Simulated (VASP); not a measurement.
WSe2, 3 atoms in the cell. The cell holds a slab with vacuum, 3 atoms: a = 3.290 Å, b = 3.290 Å, c = 21.346 Å, α = 90.00°, β = 90.00°, γ = 120.00°. 

- Program: VASP 6.6.1
- Task: relaxation of cell and atoms
- Functional: PBE
- Dispersion: D3(BJ)
- Potentials or basis: VASP PAW PBE potentials, release 64 (Se, W_sv)
- Cutoff: 600 eV
- k mesh: 12 × 12 × 1
- Occupations: gaussian, width 0.03 eV
- Spin: no spin polarisation
- Further INCAR settings: ALGO = Normal; EDIFF = 1e-06; IBRION = 2; EDIFFG = -0.01; NSW = 90; ISIF = 3

Potentials or basis: VASP PAW PBE potentials, release 64 (Se, W_sv).

The run is started by

```bash
$ cat potpaw_PBE.64/Se/POTCAR potpaw_PBE.64/W_sv/POTCAR > POTCAR
$ mpirun -np 1 vasp_std > vasp.out
```

Hardware: 1 thread of Intel(R) Xeon(R) 6975P-C (Granite Rapids) (shared host).

Question: Estimate the wall time of this run.

Answer: It took 2.9 min on 1 thread of Intel(R) Xeon(R) 6975P-C (Granite Rapids), with other jobs on the host, peak memory 0.46 GiB. Counts: scf iterations 48, k points 19, ion steps 5.
